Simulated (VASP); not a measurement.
# BaS (Fm-3m) in VASP: notebook

Runs on BaS. Level: PBE. Tasks: single point.

Everything below comes from runs of VASP 6.6.1. Logs are shortened: lines on timing, memory, paths and dates and some standing lists are left out, and cuts for length are marked.

**Measured values to compare with.**

From a printed reference work, monograph, original work of 1988, for a bulk crystal of BaS at 2 K: band gap 3.806 eV (indirect).

The runs below are set against these values where they give the same quantity.

## 1. The cell of the first run

Symmetry: Fm-3m, No. 225, cubic system. The conventional cell has a = 6.298 Å, b = 6.298 Å, c = 6.298 Å, α = 90.00°, β = 90.00°, γ = 90.00°. Ba (site symmetry m-3m) has 6 S at 3.15 Å within 4.1 Å. Within 4.1 Å of S (site symmetry m-3m) lie 6 Ba at 3.15 Å.

## 2. Single point, PBE (volume changed by -6%)

INCAR

```
  ALGO = Normal
  EDIFF = 1E-7
  ENCUT = 520
  GGA = PE
  ISIF = 2
  ISMEAR = 0
  LASPH = T
  LCHARG = F
  LREAL = F
  LWAVE = F
  NBANDS = 15
  NELM = 100
  PREC = Accurate
  SIGMA = 0.01
```

KPOINTS

```
k-points
0
Gamma
  6 6 6
```

POSCAR

```
BaS
1.0
    0.0000000000      3.1488073142      3.1488073142
    3.1488073142      0.0000000000      3.1488073142
    3.1488073142      3.1488073142      0.0000000000
Ba S
1 1
Direct
    0.0000000000      0.0000000000      0.0000000000
    0.5000000000      0.5000000000      0.5000000000
```

Potentials or basis: VASP PAW PBE potentials, release 64 (Ba_sv, S).

Started as:

```console
$ cat potpaw_PBE.64/Ba_sv/POTCAR potpaw_PBE.64/S/POTCAR > POTCAR
$ mpirun -np 1 vasp_std > vasp.out
```

OUTCAR:

```text
EDIFF = 1E-7
   ENCUT = 520
   GGA = PE
   ISIF = 2
   ISMEAR = 0
   LASPH = T
   LREAL = F
   NELM = 100
   PREC = Accurate

 ion  position               nearest neighbor table
   1  0.000  0.000  0.000-   2 3.15   2 3.15   2 3.15   2 3.15   2 3.15   2 3.15
   2  0.500  0.500  0.500-   1 3.15   1 3.15   1 3.15   1 3.15   1 3.15   1 3.15

  LATTYP: Found a face centered cubic cell.
 ALAT       =     6.2976146284

  Lattice vectors:

 A1 = (   0.0000000000,   3.1488073142,   3.1488073142)
 A2 = (   3.1488073142,   0.0000000000,   3.1488073142)
 A3 = (   3.1488073142,   3.1488073142,   0.0000000000)

Analysis of symmetry for initial positions (statically):
=====================================================================
 Subroutine PRICEL returns:
 Original cell was already a primitive cell.

 Routine SETGRP: Setting up the symmetry group for a
 face centered cubic supercell.

 Subroutine GETGRP returns: Found 48 space group operations
 (whereof 48 operations were pure point group operations)
 out of a pool of 48 trial point group operations.

The static configuration has the point symmetry O_h .

Analysis of symmetry for dynamics (positions and initial velocities):
=====================================================================
 Subroutine PRICEL returns:
 Original cell was already a primitive cell.

 Routine SETGRP: Setting up the symmetry group for a
 face centered cubic supercell.

 Subroutine GETGRP returns: Found 48 space group operations
 (whereof 48 operations were pure point group operations)
 out of a pool of 48 trial point group operations.

The dynamic configuration has the point symmetry O_h .

 Subroutine INISYM returns: Found 48 space group operations
 (whereof 48 operations are pure point group operations),
 and found     1 'primitive' translations

----------------------------------------------------------------------------------------

                                     Primitive cell

  volume of cell :      62.4408

  direct lattice vectors                    reciprocal lattice vectors
     0.000000000  3.148807314  3.148807314    -0.158790282  0.158790282  0.158790282
     3.148807314  0.000000000  3.148807314     0.158790282 -0.158790282  0.158790282
     3.148807314  3.148807314  0.000000000     0.158790282  0.158790282 -0.158790282

  length of vectors
     4.453086009  4.453086009  4.453086009     0.275032835  0.275032835  0.275032835

  position of ions in fractional coordinates (direct lattice)
     0.000000000  0.000000000  0.000000000
     0.500000000  0.500000000  0.500000000

  ion indices of the primitive-cell ions
   primitive index   ion index
                 1           1
                 2           2

----------------------------------------------------------------------------------------

 KPOINTS: k-points

Automatic generation of k-mesh.
 Grid dimensions read from file:
 generate k-points for:    6    6    6

 Generating k-lattice:

  Cartesian coordinates                     Fractional coordinates (reciprocal lattice)
    -0.026465047  0.026465047  0.026465047     0.166666667  0.000000000  0.000000000
     0.026465047 -0.026465047  0.026465047     0.000000000  0.166666667  0.000000000
     0.026465047  0.026465047 -0.026465047     0.000000000  0.000000000  0.166666667

  Length of vectors
     0.045838806  0.045838806  0.045838806

  Shift w.r.t. Gamma in fractional coordinates (k-lattice)
     0.000000000  0.000000000  0.000000000

 Subroutine IBZKPT returns following result:
 ===========================================

 Found     16 irreducible k-points:

 Following reciprocal coordinates:
            Coordinates               Weight
  0.000000  0.000000  0.000000      1.000000
  0.166667  0.000000  0.000000      8.000000
  0.333333  0.000000  0.000000      8.000000
  0.500000  0.000000  0.000000      4.000000
  0.166667  0.166667  0.000000      6.000000
  0.333333  0.166667  0.000000     24.000000
[... 8 lines left out ...]
 -0.333333  0.333333  0.166667     24.000000
 -0.333333  0.500000  0.166667     12.000000
   k-points           NKPTS =     16   k-points in BZ     NKDIM =     16   number of bands    NBANDS=     15
   number of dos      NEDOS =    301   number of ions     NIONS =      2
   total plane-waves  NPLWV =  46656
   dimension x,y,z NGX =    36 NGY =   36 NGZ =   36
   dimension x,y,z NGXF=    72 NGYF=   72 NGZF=   72
   ions per type =               1   1
   NGX,Y,Z   is equivalent  to a cutoff of  13.44, 13.44, 13.44 a.u.
   NGXF,Y,Z  is equivalent  to a cutoff of  26.88, 26.88, 26.88 a.u.
 SYSTEM =  unknown system
   PREC   = accura    normal or accurate (medium, high low for compatibility)
   ISTART =      0    job   : 0-new  1-cont  2-samecut
   ICHARG =      2    charge: 1-file 2-atom 10-const
   ISPIN  =      1    spin polarized calculation?
   LNONCOLLINEAR =      F non collinear calculations
   LSORBIT =      F    spin-orbit coupling
[... 62 lines left out ...]
      2      -9.3126      2.00000
      3      -9.3126      2.00000
      4      -9.3126      2.00000
      5      -8.7458      2.00000
      6       1.6816      2.00000
      7       1.6816      2.00000
      8       1.6816      2.00000
      9       5.4938      0.00000
     10       5.5505      0.00000
     11       5.5505      0.00000
     12       5.5505      0.00000
     13       6.5219      0.00000
     14       6.5219      0.00000
     15      10.4865      0.00000

 k-point     2 :       0.1667    0.0000    0.0000
  band No.  band energies     occupation
      1     -24.2493      2.00000
      2      -9.8820      2.00000
      3      -9.3235      2.00000
      4      -9.3235      2.00000
      5      -8.1533      2.00000
      6       1.0020      2.00000
      7       1.3075      2.00000
      8       1.3075      2.00000
      9       5.6146      0.00000
     10       5.9799      0.00000
     11       5.9799      0.00000
     12       6.4836      0.00000
     13       7.3548      0.00000
     14       7.3548      0.00000
     15      11.5975      0.00000

 k-point     3 :       0.3333    0.0000    0.0000
  band No.  band energies     occupation
      1     -24.2215      2.00000
      2     -10.4434      2.00000
      3      -9.3449      2.00000
      4      -9.3449      2.00000
      5      -7.5401      2.00000
      6       0.0418      2.00000
      7       0.7405      2.00000
      8       0.7405      2.00000
      9       6.2048      0.00000
     10       7.1278      0.00000
     11       7.1278      0.00000
     12       7.9593      0.00000
     13       9.2218      0.00000
     14       9.2218      0.00000
     15      12.3787      0.00000

 k-point     4 :       0.5000    0.0000    0.0000
  band No.  band energies     occupation
      1     -24.2075      2.00000
      2     -10.6514      2.00000
      3      -9.3554      2.00000
      4      -9.3554      2.00000
      5      -7.3025      2.00000
      6      -0.3488      2.00000
      7       0.5095      2.00000
      8       0.5095      2.00000
      9       7.3694      0.00000
     10       7.5016      0.00000
     11       8.1505      0.00000
     12       8.1505      0.00000
     13      10.7790      0.00000
     14      10.7790      0.00000
     15      10.9677      0.00000
[... 163 lines left out ...]
 k-point    14 :       0.5000    0.3333    0.1667
  band No.  band energies     occupation
      1     -24.2040      2.00000
      2     -10.2624      2.00000
      3      -9.5625      2.00000
      4      -9.4442      2.00000
      5      -7.8299      2.00000
      6       0.3321      2.00000
      7       0.8060      2.00000
      8       1.2952      2.00000
      9       5.1465      0.00000
     10       7.3571      0.00000
     11       8.0329      0.00000
     12       8.2756      0.00000
     13       9.2593      0.00000
     14      10.7620      0.00000
     15      11.1517      0.00000

 k-point    15 :      -0.3333    0.3333    0.1667
  band No.  band energies     occupation
      1     -24.1950      2.00000
      2     -10.2546      2.00000
      3      -9.6272      2.00000
      4      -9.5159      2.00000
      5      -7.8196      2.00000
      6       0.3305      2.00000
      7       0.9656      2.00000
      8       1.0436      2.00000
      9       6.1863      0.00000
     10       6.2974      0.00000
     11       8.5495      0.00000
     12       8.8767      0.00000
     13       9.2673      0.00000
     14      11.2763      0.00000
     15      11.5594      0.00000

 k-point    16 :      -0.3333    0.5000    0.1667
  band No.  band energies     occupation
      1     -24.1909      2.00000
      2      -9.8957      2.00000
      3      -9.7963      2.00000
      4      -9.6251      2.00000
      5      -8.1297      2.00000
      6       0.7341      2.00000
      7       1.1903      2.00000
      8       1.3142      2.00000
      9       4.8657      0.00000
     10       7.3156      0.00000
     11       8.0691      0.00000
     12       8.8611      0.00000
     13       9.4271      0.00000
     14      10.3120      0.00000
     15      11.8090      0.00000

------------------------ aborting loop because EDIFF is reached ----------------------------------------

  FORCE on cell =-STRESS in cart. coord.  units (eV):
  Direction    XX          YY          ZZ          XY          YZ          ZX
  --------------------------------------------------------------------------------------
  -------------------------------------------------------------------------------------
  Total        1.4237364      1.4237364      1.4237364      0.0000000      0.0000000     -0.0000000
  in kB       36.5318722     36.5318722     36.5318722      0.0000000      0.0000000     -0.0000000
  external PRESSURE =      36.5318722 kB  Pullay stress =       0.0000000 kB

 VOLUME and BASIS-vectors are now :
 -----------------------------------------------------------------------------
  energy-cutoff  :      520.00
  volume of cell :       62.44
      direct lattice vectors                 reciprocal lattice vectors
     0.000000000  3.148807314  3.148807314    -0.158790282  0.158790282  0.158790282
     3.148807314  0.000000000  3.148807314     0.158790282 -0.158790282  0.158790282
     3.148807314  3.148807314  0.000000000     0.158790282  0.158790282 -0.158790282

 POSITION                                       TOTAL-FORCE (eV/Angst)
 -----------------------------------------------------------------------------------
      0.00000      0.00000      0.00000        -0.000000      0.000000      0.000000
      3.14881      3.14881      3.14881         0.000000     -0.000000     -0.000000
 -----------------------------------------------------------------------------------
    total drift:                                0.000000      0.000000      0.000000

  FREE ENERGIE OF THE ION-ELECTRON SYSTEM (eV)
  ---------------------------------------------------
  free  energy   TOTEN  =       -10.1418445937 eV

  energy  without entropy=      -10.1418445937  energy(sigma->0) =      -10.14184459
```

It took 18 s on 1 thread of Intel Xeon Platinum 8488C (Sapphire Rapids), shared host; peak memory 0.2 GiB.

Results:

```yaml
Free_energy: -10.1418 eV
Pressure: 3.7 GPa
Band_gap_on_the_k_mesh: 2.03 eV, indirect (least direct gap 2.14 eV)
```

Levels at points of the mesh, in eV from the valence-band top:
| k point | band 6 | band 7 | band 8 | band 9 | band 10 | band 11 |
| --- | --- | --- | --- | --- | --- | --- |
| (0.00, 0.00, 0.00) | 0.00 | 0.00 | 0.00 | 3.81 | 3.87 | 3.87 |
| (0.50, 0.00, 0.00) | -2.03 | -1.17 | -1.17 | 5.69 | 5.82 | 6.47 |
| (0.50, 0.50, 0.00) | -0.47 | -0.11 | -0.11 | 2.03 | 6.04 | 6.29 |

Caveat: the cell differs from its parent crystal (volume changed by -6%); spin-orbit coupling is left out, which moves the levels of the heavy elements.

## 3. Single point, PBE (volume changed by -3%)

INCAR

```
PREC = Accurate
ENCUT = 520
EDIFF = 1E-6
ISMEAR = 0
SIGMA = 0.01
LREAL = F
LASPH = T
NELM = 60
ALGO = Normal
ISIF = 2
LWAVE = F
LCHARG = F
GGA = PE
NBANDS = 15
```

KPOINTS

```
Automatic mesh
0
Gamma
  6 6 6
```

POSCAR

```
BaS
1.0
    0.0000000000      3.1819550903      3.1819550903
    3.1819550903      0.0000000000      3.1819550903
    3.1819550903      3.1819550903      0.0000000000
Ba S
1 1
Direct
    0.0000000000      0.0000000000      0.0000000000
    0.5000000000      0.5000000000      0.5000000000
```

Potentials or basis: VASP PAW PBE potentials, release 64 (Ba_sv, S).

Started as:

```console
$ cat potpaw_PBE.64/Ba_sv/POTCAR potpaw_PBE.64/S/POTCAR > POTCAR
$ mpirun -np 1 vasp_std > vasp.out
```

It took 14 s on 1 thread of Intel Xeon Platinum 8488C (Sapphire Rapids), shared host; peak memory 0.2 GiB.

Results (log left out):

| Property | Result |
| --- | --- |
| Free energy | -10.1768 eV |
| Pressure | 2.0 GPa |
| Band gap on the k mesh | 2.09 eV, indirect (least direct gap 2.22 eV) |

Levels at points of the mesh, in eV from the valence-band top:
| k point | band 4 | band 5 | band 6 | band 7 | band 8 | band 9 | band 10 | band 11 | band 12 | band 13 |
| --- | --- | --- | --- | --- | --- | --- | --- | --- | --- | --- |
| (0.00, 0.00, 0.00) | -11.09 | -10.38 | 0.00 | 0.00 | 0.00 | 3.65 | 3.87 | 3.87 | 3.87 | 4.81 |
| (0.50, 0.00, 0.00) | -11.13 | -9.09 | -1.96 | -1.11 | -1.11 | 5.58 | 5.73 | 6.35 | 6.35 | 9.01 |
| (0.50, 0.50, 0.00) | -11.29 | -10.29 | -0.51 | -0.13 | -0.13 | 2.09 | 5.96 | 6.09 | 7.55 | 7.55 |

Caveat: the cell differs from its parent crystal (volume changed by -3%); spin-orbit coupling is left out, which moves the levels of the heavy elements.

## 4. Single point, PBE

This run uses another cell than the first one, of 33.21 Å³/atom, 1.064 times its volume.

INCAR

```
SYSTEM = BaS
ALGO     = Normal         ! electronic algorithm
EDIFF    = 1E-7           ! SCF threshold, eV
ENCUT    = 520            ! plane-wave cutoff, eV
GGA      = PE             ! functional
ISIF     = 2              ! what is computed and relaxed
ISMEAR   = 0              ! smearing method
LASPH    = .True.         ! aspherical terms in the spheres
LCHARG   = .False.        ! write CHGCAR
LREAL    = .False.        ! projectors in reciprocal space
LWAVE    = .False.        ! write WAVECAR
NBANDS   = 15             ! bands
NELM     = 60             ! most SCF steps
PREC     = Accurate       ! precision mode
SIGMA    = 0.01           ! smearing width, eV
```

KPOINTS

```
k-points
0
Gamma
  6 6 6
  0 0 0
```

POSCAR

```
BaS
1.0
    0.0000000000      3.2144262625      3.2144262625
    3.2144262625      0.0000000000      3.2144262625
    3.2144262625      3.2144262625      0.0000000000
Ba S
1 1
Direct
    0.0000000000      0.0000000000      0.0000000000
    0.5000000000      0.5000000000      0.5000000000
```

Started as:

```console
$ cat potpaw_PBE.64/Ba_sv/POTCAR potpaw_PBE.64/S/POTCAR > POTCAR
$ mpirun -np 1 vasp_std > vasp.out
```

Run time: 21 s. Hardware: 1 thread of Intel Xeon Platinum 8488C (Sapphire Rapids), shared host; peak memory 0.2 GiB.

Results (log left out):

```
Free energy            : -10.1925 eV
Pressure               : 0.5 GPa
Band gap on the k mesh : 2.14 eV, indirect (least direct gap 2.29 eV)
```

Levels at points of the mesh, in eV from the valence-band top:
| k point | band 6 | band 7 | band 8 | band 9 | band 10 | band 11 |
| --- | --- | --- | --- | --- | --- | --- |
| (0.00, 0.00, 0.00) | 0.00 | 0.00 | 0.00 | 3.51 | 3.87 | 3.87 |
| (0.50, 0.00, 0.00) | -1.89 | -1.05 | -1.05 | 5.48 | 5.63 | 6.23 |
| (0.50, 0.50, 0.00) | -0.54 | -0.15 | -0.15 | 2.14 | 5.88 | 5.91 |

Caveat: spin-orbit coupling is left out, which moves the levels of the heavy elements.

## 5. Single point, PBE (volume changed by +3%)

INCAR

```
SYSTEM = BaS
PREC = Accurate
ENCUT = 520
EDIFF = 1E-7
ISMEAR = 0
SIGMA = 0.01
LREAL = .False.
LASPH = .True.
NELM = 100
ALGO = Normal
ISIF = 2
LWAVE = .False.
LCHARG = .True.
GGA = PE
LELF = .True.
LVHAR = .True.
NBANDS = 15
```

KPOINTS

```
regular mesh
0
Gamma
  6 6 6
  0 0 0
```

POSCAR

```
BaS
1.0
    0.0000000000      3.2462543350      3.2462543350
    3.2462543350      0.0000000000      3.2462543350
    3.2462543350      3.2462543350      0.0000000000
Ba S
1 1
Direct
    0.0000000000      0.0000000000      0.0000000000
    0.5000000000      0.5000000000      0.5000000000
```

Started as:

```console
$ cat potpaw_PBE.64/Ba_sv/POTCAR potpaw_PBE.64/S/POTCAR > POTCAR
$ mpirun -np 1 vasp_std > vasp.out
```

Run time: 22 s. Hardware: 1 thread of Intel Xeon Platinum 8488C (Sapphire Rapids), shared host; peak memory 0.2 GiB.

The run converged. Its results:

```yaml
Free_energy: -10.1918 eV
Pressure: -0.7 GPa
Band_gap_on_the_k_mesh: 2.18 eV, indirect (least direct gap 2.34 eV)
```

Levels at points of the mesh, in eV from the valence-band top:
| k point | band 6 | band 7 | band 8 | band 9 | band 10 | band 11 |
| --- | --- | --- | --- | --- | --- | --- |
| (0.00, 0.00, 0.00) | 0.00 | 0.00 | 0.00 | 3.37 | 3.86 | 3.86 |
| (0.50, 0.00, 0.00) | -1.83 | -1.00 | -1.00 | 5.37 | 5.54 | 6.12 |
| (0.50, 0.50, 0.00) | -0.57 | -0.16 | -0.16 | 2.18 | 5.73 | 5.80 |

Caveat: the cell differs from its parent crystal (volume changed by +3%); spin-orbit coupling is left out, which moves the levels of the heavy elements.

## 6. Summary

```csv
cell,gap on the mesh (eV),pressure (GPa)
"a = 4.453 Å, angles 60.0°, 2 atoms",2.03,3.7
"a = 4.500 Å, angles 60.0°, 2 atoms",2.09,2.0
"a = 4.546 Å, angles 60.0°, 2 atoms",2.14,0.5
"a = 4.591 Å, angles 60.0°, 2 atoms",2.18,-0.7
```

Alike in all rows: task single point; level PBE; potentials or basis VASP PAW PBE potentials, release 64 (Ba_sv, S); no spin polarisation; k mesh 6 × 6 × 6; cutoff (eV) 520; smearing gaussian 0.01 eV.

Caveats: spin-orbit coupling is left out, which moves the levels of the heavy elements.

Total energies depend on the potentials used, so only differences within one code and one set of settings carry meaning.

## 7. Against experiment

Step 4. Measured gap of BaS: 3.806 eV (indirect; 2 K; a printed reference work, monograph, original work of 1988). This calculation gives 2.14 eV (-1.67 eV). Spin-orbit coupling on Ba is left out. The value is that of PBE on a finite k mesh, which can miss the band edges, without temperature or zero-point motion. Semilocal functionals fall short of measured gaps as a rule.
